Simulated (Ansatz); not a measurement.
What a change of settings does to a run on Si

The cell comes from COD entry 9011656, which wasn't checked; take it as a given geometry. The listed cell was then made from it by scaling, straining or moving an atom.

First run: DFT, PBE, PAW with Ansatz's default frozen-core files, scalar-relativistic (Ansatz 0.2.0).

Command: `ansatz run input.yaml --threads 1 --pin off --max-ram 2048MiB --backend cpu --events-out ev --progress --plain --runs-dir out` The run took 32 s on 1 thread of Arm Neoverse V1, on a shared host, peak memory 0.76 GiB.

```yaml
crystal:
  lattice:
    - [-2.251, 2.3685, 1.275]
    - [2.251, -2.3685, 1.275]
    - [2.251, 2.3685, -1.275]
  atoms:
    - { symbol: Si, position: [0.8348634162, 0.5853723814, 0.2700099152] }
    - { symbol: Si, position: [0.193, 0.443, 0.75] }
kpoints:
  mp_grid: { grid: [16, 16, 16] }
scf:
  occupations: { method: fermi_dirac, width: 0.05 }
hamiltonian:
  xc: pbe
  pseudopotentials: { kind: paw }
output:
  forces: true
  stress: true
  eigenvalues: true
  efg: { contact_densities: true }
```

Result: converged; pressure 16.36 GPa; largest force 0.534 eV/Å; no gap on the k mesh; 6 SCF iterations.

The input is then changed:

```diff
@@ -12,5 +12,5 @@
   occupations: { method: fermi_dirac, width: 0.05 }
 hamiltonian:
-  xc: pbe
+  xc: pbesol
   pseudopotentials: { kind: paw }
 output:
```

Question: What does the second run give?

Answer: It converged; pressure 13.54 GPa; largest force 0.532 eV/Å; no gap on the k mesh; 6 SCF iterations.

The results part of its log:

```
SCF 1 converged in 6 iterations: F = -1242.489362 eV  dr2 = 2.26e-10
  greatest PAW one-centre occupation: 0.659 electrons in one spin orbital (limit 2), on the Si atom at site 1 (counted from 0), in its partial waves of l = 0
SCF converged after 6 iterations
Free energy (F): -1242.489362 eV
Harris-Foulkes:  -1242.489362 eV  (|F-HF|=1.11e-10)
Internal energy: -1242.483429 eV  (E = F + TS)
E sigma→0 (E₀):  -1242.486396 eV
Entropy (-TS):   -0.005933 eV (-2.966 meV/atom)
Fermi energy:    11.212328 eV
--- Per-component energies (eV) ---
  E_band       = 42.851296
  E_kinetic    = 86.729961
  E_local      = 2.996602  (includes V_loc(G=0)·N_el)
  E_nonlocal   = 52.175819
  E_hartree    = 1.868423
  E_xc         = -112.867084
  E_vxc        = -98.181256  (∫ρ·V_xc dr)
  E_paw        = -997.548590  (= ΣΔE_a)
  E_vpaw       = -4.606702  (= ΣTr[D̂ρ^β])
  E_aug_tail   = 0.000013  (compensation charges beyond the density's cutoff)
  E_ewald      = -275.901694
  E_core_change = 0.063121  (= ΣΔE_core)
  E_smearing   = -0.005933  (= −TS)
  E_closure    = 0.000000  (closes the sum)
  Σ components = -1242.489362   (vs F -1242.489362, Δ=0.00e0)
--- Forces (eV/Å), atoms counted from 1 ---
  atom   1  Si    -0.30084716    -0.43782368    -0.03624370
  atom   2  Si     0.30084716     0.43782368     0.03624370
  max |Σ_I F_I| component: 0.00e0 eV/Å
--- Stress (GPa, compression-positive) ---
       13.280100      -0.062075       0.826399
       -0.062075      14.736976      -0.399212
        0.826399      -0.399212      12.590483
  P = ⅓ Tr σ = 13.5359 GPa (135.359 kbar)
--- PAW observables at the nuclei: V_zz in 10²¹ V/m², potentials from the cell's mean, atoms counted from 1 ---
  atom   1  Si V_zz =    -2.330296   η = 0.4904   by run symmetry: allowed
            electrostatic potential = -1363.536000 V   contact ρ = 12764.526108 e/Å³
  atom   2  Si V_zz =    -2.330296   η = 0.4904   by run symmetry: allowed
            electrostatic potential = -1363.536000 V   contact ρ = 12764.526108 e/Å³
--- Band table (eV; the first three rows and the last of 2052) ---
  k-point 0: bands = ["-3.5932", "8.2372", "8.7512", "9.5714", "12.2357", "19.0193", "20.2888", "21.2245"]
  k-point 1: bands = ["-3.5404", "7.5842", "8.5859", "10.1619", "12.6417", "18.2813", "20.5620", "21.2855"]
  k-point 2: bands = ["-3.3822", "6.3370", "8.6875", "10.7175", "13.7622", "17.1439", "19.9500", "21.2065"]
  k-point 2051: bands = ["1.9904", "2.9693", "3.6030", "3.8284", "17.0029", "17.6957", "25.3867", "26.0723"]
```
